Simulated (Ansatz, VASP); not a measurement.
One calculation of TaN, two programs

```
Ta N
1.0
     0.85202    2.67776    2.67776
     2.67776    0.85202    2.67776
     2.67776    2.67776    0.85202
Ta N
1 1
Direct
  0.50000 0.50000 0.50000
  0.00000 0.00000 0.00000
```

Alike in both runs: task single point; functional PBEsol; k mesh 20 × 20 × 20; occupations gaussian, width 0.15 eV; no spin polarisation.

```csv
,VASP,Ansatz
version,VASP 6.6.1,Ansatz 0.2.0
potentials or method,"VASP PAW PBE potentials, release 64 (Ta_pv, N)","scalar-relativistic, plane waves, PAW"
plane-wave cutoff (eV),520,420
valence electrons in the cell,16,18
```

Ansatz gave:

* gap on the k mesh at the Fermi level (eV): none
* pressure (GPa): 20.3
* largest component of the traceless stress (GPa): 62.52

**Question.** Estimate VASP's values.

**Answer.** gap on the k mesh at the Fermi level (eV): none; pressure (GPa): 21.6; largest component of the traceless stress (GPa): 62.45.

A gap of «none» marks a metal or a gap that the smearing closes. With one functional, cell and mesh, what is left measures potentials, basis and numerics. The two sets of potentials don't hold the same shells in valence.

Caveats: so large a pressure means that the cell lies far from this level's equilibrium, or that cutoff or potentials fall short (VASP); the potentials were made for another functional, which shifts forces and pressure (VASP). The runs have no spin-orbit coupling, so splittings on Ta are missing.
